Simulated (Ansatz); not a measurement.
Geometry optimisation in Ansatz: input, command and trajectory.

```yaml
crystal:
  lattice:
    - [4.421, 0.0, 0.0]
    - [0.0, 4.421, 0.0]
    - [0.0, 0.0, 2.917]
  atoms:
    - { symbol: Cr, position: [0.0, 0.0, 0.0], spin: 1.9 }
    - { symbol: Cr, position: [0.5, 0.5, 0.5], spin: 1.9 }
    - { symbol: O, position: [0.301, 0.301, 0.0] }
    - { symbol: O, position: [0.199, 0.801, 0.5] }
    - { symbol: O, position: [0.699, 0.699, 0.0] }
    - { symbol: O, position: [0.801, 0.199, 0.5] }
basis:
  ecutwfc: 420
kpoints:
  mp_grid: { grid: [8, 8, 12] }
hamiltonian:
  xc: pbe
scf:
  occupations: { method: gaussian, width: 0.1 }
output:
  forces: true
  stress: true
  eigenvalues: true
  populations: true
  write_density: true
  write_potential: true
  elf: true
  volumetric_format: npy
magnetization:
  spin_polarized: true
relax:
  adjacent_minimum: "off"
  f_tol: 0.005
  max_steps: 80
  cell: { stress_tol: 0.05 }
```

```bash
ansatz run input.yaml --threads 2 --pin off --max-ram 5120MiB --backend cpu --events-out ev --progress --plain --runs-dir out
```

Method: DFT PBE, scalar-relativistic, plane waves, PAW in Ansatz 0.2.0.

Of 8 frames 7 are shown, positions in Å and forces in eV/Å; the SCF threshold varies from step to step. Steps run on the plane waves of an earlier cell, with a Pulay correction in the pressure. The basis is chosen afresh for the last frame, the zero of the energies, and at times for earlier ones too; energy and pressure step there, also at an unchanged geometry.

```xyz
6
Lattice="4.4210 0.0000 0.0000 0.0000 4.4210 0.0000 0.0000 0.0000 2.9170" Properties=species:S:1:pos:R:3:forces:R:3 pbc="T T T" step=1 free_energy_over_end_meV_per_atom=2.40 pressure_GPa=2.37
Cr    0.0000    0.0000    0.0000    0.0000    0.0000    0.0000
Cr    2.2105    2.2105    1.4585    0.0000    0.0000    0.0000
O     1.3307    1.3307    0.0000    0.1958    0.1958    0.0000
O     0.8798    3.5412    1.4585   -0.1958    0.1958    0.0000
O     3.0903    3.0903    0.0000   -0.1958   -0.1958    0.0000
O     3.5412    0.8798    1.4585    0.1958   -0.1958    0.0000
6
Lattice="4.4260 0.0000 0.0000 0.0000 4.4260 0.0000 0.0000 0.0000 2.9271" Properties=species:S:1:pos:R:3:forces:R:3 pbc="T T T" step=2 free_energy_over_end_meV_per_atom=1.37 pressure_GPa=0.96
Cr    0.0000    0.0000    0.0000    0.0000    0.0000    0.0000
Cr    2.2130    2.2130    1.4636    0.0000    0.0000    0.0000
O     1.3363    1.3363    0.0000    0.1312    0.1312    0.0000
O     0.8766    3.5493    1.4636   -0.1312    0.1312    0.0000
O     3.0896    3.0896    0.0000   -0.1312   -0.1312    0.0000
O     3.5493    0.8766    1.4636    0.1312   -0.1312    0.0000
6
Lattice="4.4381 0.0000 0.0000 0.0000 4.4381 0.0000 0.0000 0.0000 2.9274" Properties=species:S:1:pos:R:3:forces:R:3 pbc="T T T" step=3 free_energy_over_end_meV_per_atom=0.77 pressure_GPa=-0.15
Cr    0.0000    0.0000    0.0000    0.0000    0.0000    0.0000
Cr    2.2191    2.2191    1.4637    0.0000    0.0000    0.0000
O     1.3458    1.3458    0.0000    0.0316    0.0316    0.0000
O     0.8732    3.5649    1.4637   -0.0316    0.0316    0.0000
O     3.0923    3.0923    0.0000   -0.0316   -0.0316    0.0000
O     3.5649    0.8732    1.4637    0.0316   -0.0316    0.0000
6
Lattice="4.4424 0.0000 0.0000 0.0000 4.4424 0.0000 0.0000 0.0000 2.9216" Properties=species:S:1:pos:R:3:forces:R:3 pbc="T T T" step=4 free_energy_over_end_meV_per_atom=0.67 pressure_GPa=0.03
Cr    0.0000    0.0000    0.0000    0.0000    0.0000    0.0000
Cr    2.2212    2.2212    1.4608    0.0000    0.0000    0.0000
O     1.3487    1.3487    0.0000   -0.0015   -0.0015    0.0000
O     0.8725    3.5699    1.4608    0.0015   -0.0015    0.0000
O     3.0937    3.0937    0.0000    0.0015    0.0015    0.0000
O     3.5699    0.8725    1.4608   -0.0015    0.0015    0.0000
6
Lattice="4.4432 0.0000 0.0000 0.0000 4.4432 0.0000 0.0000 0.0000 2.9210" Properties=species:S:1:pos:R:3:forces:R:3 pbc="T T T" step=5 free_energy_over_end_meV_per_atom=0.68 pressure_GPa=0.01
Cr    0.0000    0.0000    0.0000    0.0000    0.0000    0.0000
Cr    2.2216    2.2216    1.4605    0.0000    0.0000    0.0000
O     1.3489    1.3489    0.0000   -0.0005   -0.0005    0.0000
O     0.8727    3.5705    1.4605    0.0005   -0.0005    0.0000
O     3.0943    3.0943    0.0000    0.0005    0.0005    0.0000
O     3.5705    0.8727    1.4605   -0.0005    0.0005    0.0000
6
Lattice="4.4432 0.0000 0.0000 0.0000 4.4432 0.0000 0.0000 0.0000 2.9210" Properties=species:S:1:pos:R:3:forces:R:3 pbc="T T T" step=6 free_energy_over_end_meV_per_atom=0.00 pressure_GPa=0.13
Cr    0.0000    0.0000    0.0000    0.0000    0.0000    0.0000
Cr    2.2216    2.2216    1.4605    0.0000    0.0000    0.0000
O     1.3489    1.3489    0.0000   -0.0006   -0.0006    0.0000
O     0.8727    3.5705    1.4605    0.0006   -0.0006    0.0000
O     3.0943    3.0943    0.0000    0.0006    0.0006    0.0000
O     3.5705    0.8727    1.4605   -0.0006    0.0006    0.0000
6
Lattice="4.4443 0.0000 0.0000 0.0000 4.4443 0.0000 0.0000 0.0000 2.9210" Properties=species:S:1:pos:R:3:forces:R:3 pbc="T T T" step=8 free_energy_over_end_meV_per_atom=0.00 pressure_GPa=0.01
Cr    0.0000    0.0000    0.0000    0.0000    0.0000    0.0000
Cr    2.2222    2.2222    1.4605    0.0000    0.0000    0.0000
O     1.3493    1.3493    0.0000    0.0000    0.0000    0.0000
O     0.8729    3.5714    1.4605    0.0000    0.0000    0.0000
O     3.0951    3.0951    0.0000    0.0000    0.0000    0.0000
O     3.5714    0.8729    1.4605    0.0000    0.0000    0.0000
```

It took 2.5 min on 2 threads of Intel(R) Xeon(R) Platinum 8259CL CPU @ 2.50GHz (Skylake/Cascade Lake), with other jobs on the host, peak memory 0.64 GiB.

Moments started parallel, and an antiferromagnetic order may lie lower.